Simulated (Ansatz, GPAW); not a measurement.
# A Ga chain with one Sn atom in line: relaxation, then transmission at several levels, part 4 of 4

Aim: the conductance of a Ga chain with one Sn atom in line after relaxation, and whether geometry, basis or functional moves it most.

GPAW 26.7.0 and Ansatz 0.2.0; Ansatz plane waves; relaxation of the junction with the lead ends held; PAW set soft_1 (the session's first sound run).

So far, transmission at the Fermi level (one spin): step 3 (plane waves, PBE) 0.997; step 4 (GPAW, dzp, PBE, GPAW) 1.02; step 5 (single-zeta polarised basis, PBE, GPAW) 1.04; step 6 (minimal basis, PBE, GPAW) 1.05.

**7. revPBE in the dzp basis: xc = "revPBE"**

Level of this step: GPAW LCAO, PAW setups; Landauer transmission from Green's functions with principal layers (ASE), zero bias (GPAW).

Back in the dzp basis, the functional changes from PBE to revPBE, to set the spread between functionals beside that between bases.

run.py

```python
import json
import numpy as np
from ase import Atoms
from ase.transport.calculators import TransportCalculator
from gpaw import GPAW, FermiDirac
from gpaw.lcao.tools import get_lcao_hamiltonian
from scipy.linalg import eigh

# The junction with lead layers at both ends, along the third cell vector
device = Atoms(
    ['Ga', 'Ga', 'Ga', 'Ga', 'Ga', 'Ga', 'Sn', 'Ga', 'Ga', 'Ga', 'Ga', 'Ga', 'Ga'],
    positions=[
        [4.50000, 4.50000, 1.27500],
        [4.50000, 4.50000, 3.82500],
        [4.50000, 4.50000, 6.37500],
        [4.50000, 4.50000, 8.92500],
        [5.34331, 4.06540, 11.51111],
        [4.51366, 4.44313, 14.10265],
        [5.44562, 4.18570, 16.61273],
        [4.52449, 4.51237, 19.11868],
        [5.39400, 4.32615, 21.74306],
        [4.50000, 4.50000, 24.39800],
        [4.50000, 4.50000, 26.94800],
        [4.50000, 4.50000, 29.49800],
        [4.50000, 4.50000, 32.04800]],
    cell=[[9.0, 0.0, 0.0], [0.0, 9.0, 0.0], [0.0, 0.0, 33.323]],
    pbc=True)

# One principal layer of the lead: the first 3 atoms of the device
lead = Atoms(
    ['Ga', 'Ga', 'Ga'],
    positions=[
        [4.50000, 4.50000, 1.27500],
        [4.50000, 4.50000, 3.82500],
        [4.50000, 4.50000, 6.37500]],
    cell=[[9.0, 0.0, 0.0], [0.0, 9.0, 0.0], [0.0, 0.0, 7.65]],
    pbc=True)

settings = dict(mode='lcao', basis='dzp', xc='revPBE', h=0.2,
                occupations=FermiDirac(0.1), maxiter=250,
                mixer=dict(beta=0.1, nmaxold=8, weight=100.0),
                convergence=dict(density=0.0001))
energies = np.arange(-2, 2 + 1e-9, 0.025)
eta = 0.0001
n1, n2 = 1, 1
# k and -k transmit alike, so half of the mesh across the current serves
mesh = [(i, j) for i in range(n1) for j in range(n2) if (i, j) <= (-i % n1, -j % n2)]
weights = np.array([1 if (i, j) == (-i % n1, -j % n2) else 2 for i, j in mesh]) / (n1 * n2)


def ground_state(atoms, size, txt):
    atoms.calc = GPAW(kpts={'size': size, 'gamma': True}, symmetry={'tolerance': 1e-3}, txt=txt, **settings)
    atoms.get_potential_energy()
    return atoms.calc.get_fermi_level()


def blocks(atoms, fermi, points, nz, cells):
    """H - E_F S and S between cell 0 and the cells above it, at each point across the current."""
    kz = np.arange(nz) / nz
    calc = atoms.calc.fixed_density(kpts=[(*k, z) for k in points for z in kz], symmetry='off', txt=None)
    H, S = get_lcao_hamiltonian(calc)
    H = (H - fermi * S).reshape(len(H), len(points), nz, *S.shape[1:])
    S = S.reshape(H.shape[1:])
    phases = [np.exp(-2j * np.pi * kz * R) / nz for R in cells]
    return [(np.einsum('skzij,z->ksij', H, p), np.einsum('kzij,z->kij', S, p)) for p in phases]


def pair(a, b):
    return np.block([[a, b], [b.T.conj(), a]])


def count_channels(h, s, cells, nk=240):
    """Half the number of times that the lead's bands cross each energy, unfolded to its shortest repeat."""
    b = len(h) // cells
    bands = []
    for k in (np.arange(nk + 1) + 0.5) / nk:
        hk, sk = h[:b, :b].copy(), s[:b, :b].copy()
        for R in range(1, cells):
            phase, block = np.exp(2j * np.pi * k * R), slice(R * b, (R + 1) * b)
            hk += h[:b, block] * phase + (h[:b, block] * phase).T.conj()
            sk += s[:b, block] * phase + (s[:b, block] * phase).T.conj()
        w, u = eigh(sk)
        x = u[:, w > 1e-5] / w[w > 1e-5]**0.5  # drop near-dependent combinations
        bands.append(np.r_[eigh(x.T.conj() @ hk @ x, eigvals_only=True), [1e9] * (w <= 1e-5).sum()])
    below = np.array(bands)[:, :, None] < energies
    return (below[1:] != below[:-1]).sum((0, 1)) / 2


fermi_lead = ground_state(lead, (1, 1, 15), 'lead.txt')
fermi_device = ground_state(device, (1, 1, 3), 'device.txt')
T, channels, eigen, tail, misfit, shifts = [], [], [], 0.0, 0.0, []
for first in range(0, len(mesh), 657):
    points = [(i / n1, j / n2) for i, j in mesh[first:first + 657]]
    (H0k, S0k), (H1k, S1k), (H2k, _) = blocks(lead, fermi_lead, points, 5, range(3))
    [(Hk, Sk)] = blocks(device, fermi_device, points, 2, [0])
    tail = max(tail, abs(H2k).max())
    for H0, S0, H1, S1, H, S in zip(H0k, S0k, H1k, S1k, Hk, Sk):
        n = len(S0)
        # Shift the lead onto the potential of the device's first layer
        shift = ((H[:, 0, 0] - H0[:, 0, 0]) / S0[0, 0]).real.mean()
        shifts.append(shift)
        misfit = max(misfit, abs(H[:, :n, :n] - H0 - shift * S0).max())
        Tk, Ck, Ek = [], [], []
        for s in range(len(H)):
            t = s % len(H0)  # a lead without moments serves both spins
            h1, s1 = pair(H0[t] + shift * S0, H1[t] + shift * S1), pair(S0, S1)
            leads = dict(h1=h1, s1=s1, energies=energies, eta=eta, eta1=eta, eta2=eta)
            calc = TransportCalculator(h=H[s], s=S, eigenchannels=3, **leads)
            Tk.append(calc.get_transmission())
            Ek.append(np.sort(calc.eigenchannels_ne, axis=0)[::-1])
            Ck.append(count_channels(h1, s1, 6))
        T.append(Tk)
        channels.append(Ck)
        eigen.append(Ek)
T, channels = np.array(T), np.array(channels)
mean, open_channels = np.einsum('kse,k->se', T, weights), np.einsum('kse,k->se', channels, weights)

print(f'basis functions: device {len(S)}, principal layer {n}')
print(f'Fermi level: lead {fermi_lead:.4f} eV, device {fermi_device:.4f} eV; lead shifted by {np.mean(shifts):.4f} eV')
print(f'largest coupling past the next layer {tail:.2e} eV, largest misfit of the first layer {misfit:.3f} eV')
print('  E-E_F (eV)   ' + 'T (one spin)  channels')
for e, t, c in zip(energies, mean.T, open_channels.T):
    print(f'{e:10.3f}  ', *[f'{x:11.4e}' for x in t], *[f'{x:9.4f}' for x in c])

kT = 8.617333e-5 * 300
fine = np.linspace(energies[0], energies[-1], 4001)
both = np.exp(np.interp(fine, energies, np.log(np.maximum(mean.sum(0) * 2 / len(mean), 1e-30))))
fermi = lambda mu: 1 / (1 + np.exp(np.clip((fine - mu) / kT, -200, 200)))
slope = fermi(0) * (1 - fermi(0)) / kT
G = np.trapezoid(both * slope, fine) / 2
seebeck = -np.trapezoid(both * slope * fine, fine) / (2 * G * 300) * 1e6
print(f'conductance at 300 K: {G:.5g} G0 a cell; thermopower {seebeck:.4g} uV/K')
bias = [0.1, 0.2, 0.5, 1.0, 1.5, 2.0]
current = [38.74 * np.trapezoid(both * (fermi(V / 2) - fermi(-V / 2)), fine) for V in bias]
for V, I in zip(bias, current):
    print(f'current from the zero-bias T(E) at {V} V: {I:.5g} uA')
zero = abs(energies).argmin()
json.dump(dict(energies=energies.tolist(), T=mean.tolist(), channels=open_channels.tolist(), G=G, seebeck=seebeck,
               bias=bias, current=current, tail=tail, misfit=misfit, shift=np.mean(shifts), n_device=len(S), n_lead=n,
               fermi=[fermi_lead, fermi_device], energy=device.get_potential_energy(),
               moments=device.get_magnetic_moments().tolist(), mesh=mesh, weights=weights.tolist(),
               T_k=T[:, :, zero].tolist(), eigen=np.array(eigen[0]).tolist()), open('result.json', 'w'))
```

Run with:

```
> OMP_NUM_THREADS=1 OPENBLAS_NUM_THREADS=1 python run.py
```

Numbers of over 12 decimals in the logs are rounded to 6 here.

Log:

```text
basis functions: device 179, principal layer 39
Fermi level: lead -2.7655 eV, device -2.6981 eV; lead shifted by -0.0107 eV
largest coupling past the next layer 6.04e-05 eV, largest misfit of the first layer 0.037 eV
  E-E_F (eV)   T (one spin)  [channel counts left out]
    -2.000    8.4425e-02
    -1.975    8.2350e-02
    -1.950    8.0399e-02
[...]
1.975    2.7791e+00
     2.000    2.7849e+00
conductance at 300 K: 0.99514 G0 a cell; thermopower 0.1823 uV/K
current from the zero-bias T(E) at 0.1 V: 7.7253 uA
current from the zero-bias T(E) at 0.2 V: 15.543 uA
current from the zero-bias T(E) at 0.5 V: 40.675 uA
current from the zero-bias T(E) at 1.0 V: 85.017 uA
current from the zero-bias T(E) at 1.5 V: 136.66 uA
current from the zero-bias T(E) at 2.0 V: 184.42 uA
```

It took 77 s on 1 thread of Intel Xeon Platinum 8488C (Sapphire Rapids), shared host; peak memory 1.1 GiB.

This step gave:

```
conductance                                    : 0.9951 G₀
largest coupling past the next principal layer : 6.04e-5 eV
largest misfit of the first principal layer    : 0.03665 eV
shift that aligns the lead                     : -0.01072 eV
basis functions of the junction                : 179
basis functions of a principal layer           : 39
transmission at the Fermi level (one spin)     : 0.9898
```

One spin. The transmission, zone mean by energy, zero at the Fermi level:

energy (eV), transmission, zone mean and a bar:
```
   -2.000       0.08 
   -1.900       0.08 
   -1.800       0.07 
   -1.700       0.07 
   -1.600       0.06 
   -1.500       0.05 
   -1.400       0.07 
   -1.300       0.07 
   -1.200       0.07 
   -1.100       0.08 
   -1.000       0.11 #
   -0.900       0.16 #
   -0.800       0.30 ###
   -0.700       0.69 #######
   -0.600       0.99 ##########
   -0.500       0.82 ########
   -0.400       0.86 #########
   -0.300       0.99 ##########
   -0.250       1.45 ###############
   -0.200       1.12 ############
   -0.100       1.01 ###########
    0.000       0.99 ##########
    0.100       1.01 ###########
    0.200       1.08 ###########
    0.300       1.21 #############
    0.400       1.39 ###############
    0.500       1.61 #################
    0.600       1.82 ###################
    0.700       1.99 #####################
    0.800       2.14 #######################
    0.900       2.28 ########################
    1.000       2.40 ##########################
    1.100       2.50 ###########################
    1.200       2.56 ############################
    1.300       2.60 ############################
    1.400       2.64 ############################
    1.500       2.67 #############################
    1.600       2.70 #############################
    1.700       2.73 #############################
    1.800       2.75 ##############################
    1.900       2.76 ##############################
    2.000       2.78 ##############################
```

The conductance, 0.995 G₀, lies 2.5 % below that of the dzp run.

**8. The structure as built: geometry = "as built"**

The dzp basis with PBE on the structure as first built shows what the relaxation was worth.

run.py: that of step 7 with these lines changed.

```diff
@@ -16,7 +16,7 @@
         [4.50000, 4.50000, 8.92500],
-        [5.34331, 4.06540, 11.51111],
-        [4.51366, 4.44313, 14.10265],
-        [5.44562, 4.18570, 16.61273],
-        [4.52449, 4.51237, 19.11868],
-        [5.39400, 4.32615, 21.74306],
+        [4.50000, 4.50000, 11.47500],
+        [4.50000, 4.50000, 14.02500],
+        [4.50000, 4.50000, 16.66150],
+        [4.50000, 4.50000, 19.29800],
+        [4.50000, 4.50000, 21.84800],
         [4.50000, 4.50000, 24.39800],
@@ -38,3 +38,3 @@
 
-settings = dict(mode='lcao', basis='dzp', xc='revPBE', h=0.2,
+settings = dict(mode='lcao', basis='dzp', xc='PBE', h=0.2,
                 occupations=FermiDirac(0.1), maxiter=250,
```

Log:

```text
basis functions: device 179, principal layer 39
Fermi level: lead -2.8498 eV, device -2.8845 eV; lead shifted by -0.0135 eV
largest coupling past the next layer 6.03e-05 eV, largest misfit of the first layer 0.022 eV
  E-E_F (eV)   T (one spin)  [channel counts left out]
    -2.000    9.9827e-01
    -1.975    9.9825e-01
    -1.950    9.9822e-01
[...]
1.975    2.8228e+00
     2.000    2.8269e+00
conductance at 300 K: 2.6142 G0 a cell; thermopower -1.364 uV/K
current from the zero-bias T(E) at 0.1 V: 20.206 uA
current from the zero-bias T(E) at 0.2 V: 40.102 uA
current from the zero-bias T(E) at 0.5 V: 93.408 uA
current from the zero-bias T(E) at 1.0 V: 163.01 uA
current from the zero-bias T(E) at 1.5 V: 231.56 uA
current from the zero-bias T(E) at 2.0 V: 301.09 uA
```

The job ended after 61 s (1 thread; peak memory 1.1 GiB).

This step gave:

| Item | Value |
| --- | --- |
| conductance | 2.614 G₀ |
| largest coupling past the next principal layer | 6.03e-5 eV |
| largest misfit of the first principal layer | 0.02248 eV |
| shift that aligns the lead | -0.01352 eV |
| transmission at the Fermi level (one spin) | 2.630 |

One spin. Transmission, zone mean against energy, zero at the Fermi level:

```
energy (eV)  transmission, zone mean
     -2.000                    0.998
     -1.800                    0.998
     -1.600                    0.991
     -1.400                    0.985
     -1.200                    0.998
     -1.000                    0.999
     -0.800                    0.999
     -0.600                    0.999
     -0.400                    0.999
     -0.200                     1.91
      0.000                     2.63
      0.200                     2.57
      0.400                     2.53
      0.600                     2.53
      0.800                     2.57
      1.000                     2.63
      1.200                     2.69
      1.400                     2.73
      1.600                     2.77
      1.800                     2.80
      2.000                     2.83
```

The conductance, 2.61 G₀, lies 156 % above that of the dzp run.

**9. The ladder**

Times are wall times on the hardware named with each run. The series side by side:

```
no.         run  conductance (G₀)  time  memory (GiB)
  1      pw PBE             1.002  65 s           2.9
  2         dzp             1.020  85 s           1.1
  3         szp             1.043  71 s           1.1
  4          sz             1.048  52 s          0.99
  5  dzp revPBE            0.9951  77 s           1.1
  6     asbuilt             2.614  61 s           1.1
```

**10. Comparison**

The curves are compared point by point over the common energies.

This step: comparison of transmission and cost over codes, levels and geometry; PAW set soft_1 (GPAW 26.7.0).

Ladder, by row:

```
      step    code  T at the Fermi level (sum over the listed spins)  conductance (G0)  r.m.s. T(E) from the first  wall time (s)  peak memory (GiB)  threads
    pw-pbe  Ansatz                                            0.9974             1.002                           0           65.4              2.859        4
       dzp    GPAW                                             1.016              1.02                     0.01916          85.28               1.11        1
       szp    GPAW                                             1.039             1.043                     0.05411          70.64               1.08        1
        sz    GPAW                                             1.046             1.048                     0.06277          51.51               0.99        1
dzp-revPBE    GPAW                                            0.9898            0.9951                     0.02681          76.96                1.1        1
   asbuilt    GPAW                                              2.63             2.614                      0.7962          60.52               1.11        1
```

Transmission, zone mean, sum over the listed spins against energy, zero at the Fermi level:

```
energy (eV)  pw-pbe     dzp     szp      sz  dzp-revPBE  asbuilt
     -2.000  0.0675  0.0773  0.0619  0.0685      0.0844    0.998
     -1.800  0.0523  0.0626  0.0325  0.0257      0.0709    0.998
     -1.600  0.0310  0.0452  6.0e-9  1.0e-8      0.0618    0.991
     -1.400  0.0890  0.0899   0.111   0.121      0.0721    0.985
     -1.200  0.0725  0.0778   0.122   0.125      0.0741    0.998
     -1.000  0.0933   0.106   0.159   0.169       0.107    0.999
     -0.800   0.240   0.283   0.371   0.393       0.300    0.999
     -0.600   0.999   0.996   0.998   0.998       0.991    0.999
     -0.400   0.872   0.870   0.888   0.908       0.863    0.999
     -0.250    1.43    1.42    1.17    1.03        1.45     1.31
     -0.200    1.09    1.12    1.10    1.05        1.12     1.91
      0.000   0.997    1.02    1.04    1.05       0.990     2.63
      0.200    1.09    1.11    1.13    1.13        1.08     2.57
      0.400    1.40    1.41    1.46    1.44        1.39     2.53
      0.600    1.82    1.83    1.89    1.88        1.82     2.53
      0.800    2.15    2.15    2.22    2.20        2.14     2.57
      1.000    2.42    2.41    2.47    2.45        2.40     2.63
      1.200    2.57    2.56    2.58    2.59        2.56     2.69
      1.400    2.65    2.64    2.64    2.65        2.64     2.73
      1.600    2.71    2.70    2.70    2.70        2.70     2.77
      1.800    2.74    2.75    2.74    2.74        2.75     2.80
      2.000    2.77    2.79    2.78    2.76        2.78     2.83
```

**11. Grid spacing 0.16, SCF mesh 1×1×1, density threshold 1e-06**

The real-space grid carries density and potential; a coarse one breaks translation symmetry along the lead and scatters electrons that should pass. The SCF mesh sets the Fermi level of the repeated cell. The Hamiltonian is taken from the last density. The density threshold is one of the tests that end the cycle; the energy must settle too, so a loose value may not be the test that decides.

This step: GPAW LCAO, PAW setups; Landauer transmission from Green's functions with principal layers (ASE), zero bias (GPAW 26.7.0).

run.py: that of step 8 with these lines changed.

```diff
@@ -16,7 +16,7 @@
         [4.50000, 4.50000, 8.92500],
-        [4.50000, 4.50000, 11.47500],
-        [4.50000, 4.50000, 14.02500],
-        [4.50000, 4.50000, 16.66150],
-        [4.50000, 4.50000, 19.29800],
-        [4.50000, 4.50000, 21.84800],
+        [5.34331, 4.06540, 11.51111],
+        [4.51366, 4.44313, 14.10265],
+        [5.44562, 4.18570, 16.61273],
+        [4.52449, 4.51237, 19.11868],
+        [5.39400, 4.32615, 21.74306],
         [4.50000, 4.50000, 24.39800],
@@ -38,6 +38,6 @@
 
-settings = dict(mode='lcao', basis='dzp', xc='PBE', h=0.2,
+settings = dict(mode='lcao', basis='dzp', xc='PBE', h=0.16,
                 occupations=FermiDirac(0.1), maxiter=250,
                 mixer=dict(beta=0.1, nmaxold=8, weight=100.0),
-                convergence=dict(density=0.0001))
+                convergence=dict(density=1e-06))
 energies = np.arange(-2, 2 + 1e-9, 0.025)
@@ -89,3 +89,3 @@
 fermi_lead = ground_state(lead, (1, 1, 15), 'lead.txt')
-fermi_device = ground_state(device, (1, 1, 3), 'device.txt')
+fermi_device = ground_state(device, (1, 1, 1), 'device.txt')
 T, channels, eigen, tail, misfit, shifts = [], [], [], 0.0, 0.0, []
```

Log:

```text
basis functions: device 179, principal layer 39
Fermi level: lead -2.8499 eV, device -2.7786 eV; lead shifted by -0.0023 eV
largest coupling past the next layer 6.03e-05 eV, largest misfit of the first layer 0.037 eV
  E-E_F (eV)   T (one spin)  [channel counts left out]
    -2.000    7.7935e-02
    -1.975    7.5817e-02
    -1.950    7.3801e-02
    -1.925    7.1875e-02
    -1.900    7.0030e-02
    -1.875    6.8254e-02
    -1.850    6.6537e-02
    -1.825    6.4864e-02
    -1.800    6.3220e-02
    -1.775    6.1588e-02
    -1.750    5.9942e-02
    -1.725    5.8254e-02
    -1.700    5.6479e-02
    -1.675    5.4556e-02
    -1.650    5.2391e-02
    -1.625    4.9832e-02
[...]
1.825    2.7683e+00
     1.850    2.7727e+00
     1.875    2.7771e+00
     1.900    2.7817e+00
     1.925    2.7864e+00
     1.950    2.7913e+00
     1.975    2.7967e+00
     2.000    2.8024e+00
conductance at 300 K: 1.0195 G0 a cell; thermopower -0.3163 uV/K
current from the zero-bias T(E) at 0.1 V: 7.9148 uA
current from the zero-bias T(E) at 0.2 V: 15.923 uA
current from the zero-bias T(E) at 0.5 V: 41.295 uA
current from the zero-bias T(E) at 1.0 V: 86.337 uA
current from the zero-bias T(E) at 1.5 V: 138.53 uA
current from the zero-bias T(E) at 2.0 V: 186.79 uA
```

Run time: 3.2 min. Hardware: 1 thread; peak memory 2.1 GiB.

The run finished with changed settings (h = 0.16, scf_mesh = [1, 1, 1] and conv = 1e-06); it serves as a test.

The two runs compared:

```
                                           quantity    this run  sound run  difference
                                   conductance (G₀)      1.0195     1.0202     -6.7e-4
largest coupling past the next principal layer (eV)    6.029e-5   6.030e-5     -1.4e-8
   largest misfit of the first principal layer (eV)    0.036531   0.036239      2.9e-4
                    shift that aligns the lead (eV)  -0.0023486  -0.010370     0.00802
         transmission at the Fermi level (one spin)      1.0141     1.0156    -0.00149
```

**12. Outcome**

```yaml
conductance: 1.02 G₀
transmission_at_the_fermi_level_mean_of_the_spins: 1.02
thermopower: about 0 (under 1.5 μV/K)
```

What this shows: In the dzp basis the junction conducts 1.02 G₀ at 300 K, with T = 1.02 a spin at the Fermi level; the sz basis reaches that conductance within 10 %. Relaxation moved atoms by up to 1.00 Å and took the conductance from 2.61 to 1.02 G₀, as a ratio a larger change than the step from dzp to the minimal basis. Plane waves (PBE) give T = 0.997 there. At the Fermi level the three most open eigenchannels pass 0.62, 0.35 and 0.037. Measured against the first run (pw-pbe), the nearest curve is that of dzp (r.m.s. 0.019) and the farthest that of asbuilt (0.80). Over the compared runs wall time goes from 52 s (sz) to 85 s (dzp), on a shared host; the plane-wave run used 4 threads and the orbital runs 1. The leads kept an estimated spacing and the cell its length, so the junction may be under some tension or compression. Spin-orbit coupling is left out, which matters for the heavy atoms here. An evenly spaced straight chain is an idealisation: free chains tend to dimerise, zigzag or, where a band edge lies near the Fermi level, turn magnetic. The currents use the zero-bias T(E) throughout, which holds only while the bias is small against the distance to the nearest feature.

[Logs are printed without paths, hosts, clocks, repeated set-up lines and the standing remarks that a program may print on its own settings, such as how far it seeks lower states.]

[Hosts, paths, dates, database ids (printed as entryN), source tags and the programs' standing remarks are cut or masked in the printed files.]
